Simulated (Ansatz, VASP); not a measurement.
# BeTe in VASP and in Ansatz

POSCAR

```
BeTe
1.0
    0.0000000000      2.7700000000      2.7700000000
    2.7700000000      0.0000000000      2.7700000000
    2.7700000000      2.7700000000      0.0000000000
Te Be
1 1
Direct
    0.7500000000      0.7500000000      0.7500000000
    0.0000000000      0.0000000000      0.0000000000
```

Contents of INCAR.step1:

```
PREC     = Accurate       # precision mode
ENCUT    = 600            # plane-wave cutoff, eV
EDIFF    = 1E-8           # SCF threshold, eV
ISMEAR   = -1             # smearing method
SIGMA    = 0.05           # smearing width, eV
LREAL    = False          # projectors in reciprocal space
LASPH    = True           # aspherical terms in the spheres
NELM     = 80             # most SCF steps
ALGO     = Normal         # electronic algorithm
ISIF     = 3              # what is computed and relaxed
LWAVE    = False          # write WAVECAR
LCHARG   = False          # write CHGCAR
GGA      = PE             # functional
IBRION   = 2              # ionic algorithm
NSW      = 40             # ionic steps
EDIFFG   = -0.002         # ionic threshold
```

INCAR.step2

```
PREC     = Accurate       # precision mode
ENCUT    = 600            # plane-wave cutoff, eV
EDIFF    = 1E-8           # SCF threshold, eV
ISMEAR   = -1             # smearing method
SIGMA    = 0.05           # smearing width, eV
LREAL    = False          # projectors in reciprocal space
LASPH    = True           # aspherical terms in the spheres
NELM     = 80             # most SCF steps
ALGO     = Normal         # electronic algorithm
ISIF     = 3              # what is computed and relaxed
LWAVE    = False          # write WAVECAR
LCHARG   = False          # write CHGCAR
GGA      = PE             # functional
IBRION   = 6              # ionic algorithm
NFREE    = 2            
POTIM    = 0.015          # step
NSW      = 1              # ionic steps
```

The input KPOINTS:

```
Automatic mesh
0
Gamma
  6 6 6
```

The input input.yaml:

```yaml
crystal:
  lattice:
    - [0.0, 2.77, 2.77]
    - [2.77, 0.0, 2.77]
    - [2.77, 2.77, 0.0]
  atoms:
    - { symbol: Te, position: [0.75, 0.75, 0.75] }
    - { symbol: Be, position: [0.0, 0.0, 0.0] }
hamiltonian:
  xc: pbe
  pseudopotentials: { kind: paw }
kpoints:
  mp_grid: { grid: [6, 6, 6] }
scf:
  occupations: { method: fixed }
output:
  forces: true
  stress: true
elastic:
  mode: relaxed_ion
  stencil: two_point
```

Alike in both runs: task elastic constants; functional PBE; k mesh 6 × 6 × 6; no spin polarisation.

|  | VASP | Ansatz |
| --- | --- | --- |
| version | VASP 6.6.1 | Ansatz 0.2.0 |
| potentials or method | VASP PAW PBE potentials, release 64 (Te, Be) | Ansatz PAW |
| plane-wave cutoff (eV) | 600 | 420 |
| occupations | fermi-dirac, width 0.05 eV | fixed |
| valence electrons in the cell | 8 | 18 |

|  | VASP | Ansatz | Ansatz less VASP |
| --- | --- | --- | --- |
| elastic constant that differs most (GPa) | 96 | 115 | +18.6 |
| Voigt bulk modulus (GPa) | 57 | 73 | +16.5 |

The two sets of potentials don't hold the same shells in valence.

Caveats: the cell is more than 3 GPa from zero pressure, which shifts response properties (Ansatz); spin-orbit coupling is left out, which moves the levels of the heavy elements (Ansatz). Spin-orbit coupling is left out, which matters for the levels of Te.
